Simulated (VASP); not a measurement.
# KCl (Fm-3m) in VASP: single point with PBEsol

Aim: the single point of KCl with PBEsol.

All numbers are computed with VASP 6.6.1; they aren't measurements. Logs are shortened: lines on timing, memory, paths and dates and some standing lists are left out, and cuts for length are marked.

**The experiment to reproduce.**

A printed reference work, monograph reports, for a bulk crystal of KCl: band gap 8.68 eV.

The results are compared with them further down.

### 1 The cell of the first run

Symmetry: Fm-3m, No. 225, cubic system. Conventional cell: a = 6.293 Å, b = 6.293 Å, c = 6.293 Å, α = 90.00°, β = 90.00°, γ = 90.00°. K (site symmetry m-3m) has 6 Cl at 3.15 Å within 4.1 Å. Within 4.1 Å of Cl (site symmetry m-3m) lie 6 K at 3.15 Å.

### 2 Single point, PBEsol

INCAR reads:

```
SYSTEM = KCl
ALGO     = Normal         ! electronic algorithm
EDIFF    = 1E-6           ! SCF threshold, eV
ENCUT    = 500            ! plane-wave cutoff, eV
GGA      = PS             ! functional
GGA_COMPAT= .FALSE.      
ISIF     = 2              ! what is computed and relaxed
ISMEAR   = -1             ! smearing method
LASPH    = .TRUE.         ! aspherical terms in the spheres
LCHARG   = .FALSE.        ! write CHGCAR
LREAL    = .FALSE.        ! projectors in reciprocal space
LWAVE    = .FALSE.        ! write WAVECAR
NBANDS   = 15             ! bands
NELM     = 120            ! most SCF steps
PREC     = Accurate       ! precision mode
SIGMA    = 0.02           ! smearing width, eV
```

KPOINTS reads:

```
k-points
0
G
  5 5 5
  0 0 0
```

POSCAR reads:

```
KCl
1.0
    0.0000000000      3.1464700000      3.1464700000
    3.1464700000      0.0000000000      3.1464700000
    3.1464700000      3.1464700000      0.0000000000
K Cl
1 1
Direct
    0.0000000000      0.0000000000      0.0000000000
    0.5000000000      0.5000000000      0.5000000000
```

Potentials or basis: VASP PAW PBE potentials, release 64 (K_sv, Cl).

On the command line:

```console
$ cat potpaw_PBE.64/K_sv/POTCAR potpaw_PBE.64/Cl/POTCAR > POTCAR
$ mpirun -np 1 vasp_std > vasp.out
```

OUTCAR:

```text
SYSTEM = KCl
   EDIFF = 1E-6
   ENCUT = 500
   GGA = PS
   ISIF = 2
   ISMEAR = -1
   LASPH = .TRUE.
   LREAL = .FALSE.
   NELM = 120
   PREC = Accurate

 ion  position               nearest neighbor table
   1  0.000  0.000  0.000-   2 3.15   2 3.15   2 3.15   2 3.15   2 3.15   2 3.15
   2  0.500  0.500  0.500-   1 3.15   1 3.15   1 3.15   1 3.15   1 3.15   1 3.15

  LATTYP: Found a face centered cubic cell.
 ALAT       =     6.2929400000

  Lattice vectors:

 A1 = (   0.0000000000,   3.1464700000,   3.1464700000)
 A2 = (   3.1464700000,   0.0000000000,   3.1464700000)
 A3 = (   3.1464700000,   3.1464700000,   0.0000000000)

Analysis of symmetry for initial positions (statically):
=====================================================================
 Subroutine PRICEL returns:
 Original cell was already a primitive cell.

 Routine SETGRP: Setting up the symmetry group for a
 face centered cubic supercell.

 Subroutine GETGRP returns: Found 48 space group operations
 (whereof 48 operations were pure point group operations)
 out of a pool of 48 trial point group operations.

The static configuration has the point symmetry O_h .

Analysis of symmetry for dynamics (positions and initial velocities):
=====================================================================
 Subroutine PRICEL returns:
 Original cell was already a primitive cell.

 Routine SETGRP: Setting up the symmetry group for a
 face centered cubic supercell.

 Subroutine GETGRP returns: Found 48 space group operations
 (whereof 48 operations were pure point group operations)
 out of a pool of 48 trial point group operations.

The dynamic configuration has the point symmetry O_h .

 Subroutine INISYM returns: Found 48 space group operations
 (whereof 48 operations are pure point group operations),
 and found     1 'primitive' translations

----------------------------------------------------------------------------------------

                                     Primitive cell

  volume of cell :      62.3018

  direct lattice vectors                    reciprocal lattice vectors
     0.000000000  3.146470000  3.146470000    -0.158908237  0.158908237  0.158908237
     3.146470000  0.000000000  3.146470000     0.158908237 -0.158908237  0.158908237
     3.146470000  3.146470000  0.000000000     0.158908237  0.158908237 -0.158908237

  length of vectors
     4.449780548  4.449780548  4.449780548     0.275237140  0.275237140  0.275237140

  position of ions in fractional coordinates (direct lattice)
[... 72 lines left out ...]
   POTIM  = 0.5000    time-step for ionic-motion
   TEBEG  =    0.0;   TEEND  =   0.0 temperature during run
   PSTRESS=    0.0 pullay stress
   NELECT =      16.0000    total number of electrons
   NUPDOWN=      -1.0000    fix difference up-down
   EMIN   =  10.00;   EMAX   =-10.00  energy-range for DOS
   EFERMI =   0.00;   METHOD = LEGACY
   ISMEAR =    -1;   SIGMA  =   0.02  broadening in eV -4-tet -1-fermi 0-gaus
   EFERMI_NEDOS =   21; number of points for ismear=-14 and -15
   IALGO  =     38    algorithm
   IMIX   =      4    mixing-type and parameters
     AMIX     =   0.40;   BMIX     =  1.00
     AMIX_MAG =   1.60;   BMIX_MAG =  1.00
  volume/ion in A,a.u.               =      31.15       210.22
  Fermi-wavevector in a.u.,A,eV,Ry     =   1.040594  1.966437 14.732871  1.082835
  Thomas-Fermi vector in A             =   2.175177
   LORBIT       =      0    0 simple, 1 ext, 2 COOP (PROOUT), +10 PAW based schemes
   GGA     = PS    functional components
   LHFCALC =     F    Hartree Fock is set to
   AEXX    =    0.0000 exact exchange contribution
   IVDW    =     0    specifies the selected vdW correction
   LEPSILON=     F    determine dielectric tensor
   LRPA    =     F    only Hartree local field effects (RPA)
 non-spin polarized calculation
  energy-cutoff  :      500.00
  volume of cell :       62.30
 maximum number of plane-waves:      1596
   NGX = 17   NGY = 17   NGZ = 17

 number of electron      16.0000001 magnetization

 Free energy of the ion-electron system (eV)
  ---------------------------------------------------
  ext. energy  EPLUGINS =         0.00000000
  ---------------------------------------------------
  free energy    TOTEN  =        -7.02196576 eV

  energy without entropy =       -7.02196576  energy(sigma->0) =       -7.02196576

 E-fermi :  -1.3933     XC(G=0):  -7.7201

 val. band max:       -1.9056316885   @ k =   0.0000   0.0000   0.0000
 cond. band min:       3.1167269364   @ k =   0.0000   0.0000   0.0000
 fundamental gap:      5.0223586249
 Fermi energy:        -1.3932981923

 k-point     1 :       0.0000    0.0000    0.0000
  band No.  band energies     occupation
      1     -28.9503      2.00000
      2     -13.9969      2.00000
      3     -12.4765      2.00000
      4     -12.4765      2.00000
      5     -12.4765      2.00000
      6      -1.9056      2.00000
      7      -1.9056      2.00000
      8      -1.9056      2.00000
      9       3.1167      0.00000
     10       6.3892      0.00000
     11       6.3892      0.00000
     12       6.3892      0.00000
     13       7.2747      0.00000
     14       7.2747      0.00000
[... 149 lines left out ...]
      2     -14.0202      2.00000
      3     -12.5588      2.00000
      4     -12.5497      2.00000
      5     -12.3844      2.00000
      6      -2.6021      2.00000
      7      -2.2983      2.00000
      8      -2.2904      2.00000
      9       5.6020      0.00000
     10       6.2445      0.00000
     11       7.5158      0.00000
     12       8.3503      0.00000
     13       9.2739      0.00000
     14       9.2750      0.00000
     15      10.1104      0.00000

------------------------ aborting loop because EDIFF is reached ----------------------------------------

  FORCE on cell =-STRESS in cart. coord.  units (eV):
  Direction    XX          YY          ZZ          XY          YZ          ZX
  --------------------------------------------------------------------------------------
  -------------------------------------------------------------------------------------
  Total       -0.1479769     -0.1479769     -0.1479769      0.0000000      0.0000000      0.0000000
  in kB       -3.8054305     -3.8054305     -3.8054305      0.0000000      0.0000000      0.0000000
  external PRESSURE =      -3.8054305 kB  Pullay stress =       0.0000000 kB

 VOLUME and BASIS-vectors are now :
 -----------------------------------------------------------------------------
  energy-cutoff  :      500.00
  volume of cell :       62.30
      direct lattice vectors                 reciprocal lattice vectors
     0.000000000  3.146470000  3.146470000    -0.158908237  0.158908237  0.158908237
     3.146470000  0.000000000  3.146470000     0.158908237 -0.158908237  0.158908237
     3.146470000  3.146470000  0.000000000     0.158908237  0.158908237 -0.158908237

 POSITION                                       TOTAL-FORCE (eV/Angst)
 -----------------------------------------------------------------------------------
      0.00000      0.00000      0.00000        -0.000000      0.000000      0.000000
      3.14647      3.14647      3.14647         0.000000     -0.000000     -0.000000
 -----------------------------------------------------------------------------------
    total drift:                                0.000000     -0.000000     -0.000000

  FREE ENERGIE OF THE ION-ELECTRON SYSTEM (eV)
  ---------------------------------------------------
  free  energy   TOTEN  =        -7.0219657574 eV

  energy  without entropy=       -7.0219657574  energy(sigma->0) =       -7.02196576
```

OSZICAR:

```text
N       E                     dE             d eps       ncg     rms          rms(c)
DAV:   1     0.982959335496E+02    0.98296E+02   -0.69479E+03   300   0.920E+02
DAV:   2    -0.967537575364E+00   -0.99263E+02   -0.92560E+02   384   0.233E+02
DAV:   3    -0.704741822722E+01   -0.60799E+01   -0.60508E+01   412   0.503E+01
DAV:   4    -0.726928325726E+01   -0.22187E+00   -0.22181E+00   473   0.886E+00
DAV:   5    -0.727131628446E+01   -0.20330E-02   -0.20330E-02   405   0.879E-01    0.322E+00
DAV:   6    -0.702462683210E+01    0.24669E+00   -0.34988E-01   384   0.316E+00    0.264E+00
DAV:   7    -0.701084475342E+01    0.13782E-01   -0.77867E-02   405   0.167E+00    0.152E+00
DAV:   8    -0.702087301725E+01   -0.10028E-01   -0.14923E-02   417   0.895E-01    0.197E-01
DAV:   9    -0.702138581226E+01   -0.51280E-03   -0.68424E-04   405   0.165E-01    0.930E-02
DAV:  10    -0.702195528024E+01   -0.56947E-03   -0.56550E-04   335   0.146E-01    0.202E-02
DAV:  11    -0.702196298955E+01   -0.77093E-05   -0.20762E-05   421   0.284E-02    0.147E-02
DAV:  12    -0.702196569790E+01   -0.27084E-05   -0.63290E-06   321   0.133E-02    0.557E-03
DAV:  13    -0.702196575742E+01   -0.59524E-07   -0.65705E-07   277   0.545E-03
   1 F= -.70219658E+01 E0= -.70219658E+01  d E =-.201929E-12
```

Run time: 15 s. Hardware: 1 thread of Intel Xeon 8259CL, shared host; peak memory 0.14 GiB.

Results:

```
Free energy            : -7.0220 eV
Pressure               : -0.4 GPa
Band gap on the k mesh : 5.02 eV
```

Levels at points of the mesh, in eV from the valence-band top:
| k point | band 6 | band 7 | band 8 | band 9 | band 10 | band 11 |
| --- | --- | --- | --- | --- | --- | --- |
| (0.00, 0.00, 0.00) | 0.00 | 0.00 | 0.00 | 5.02 | 8.29 | 8.29 |

Caveat: the PAW data sets were made with another functional, which shifts forces and pressure a little.

### 3 Against experiment

Step 2. Measured gap of KCl: 8.68 eV (a printed reference work, monograph). This calculation gives 5.02 eV (-3.66 eV). The value is that of PBEsol, without temperature or zero-point motion. Semilocal functionals fall short of measured gaps as a rule.
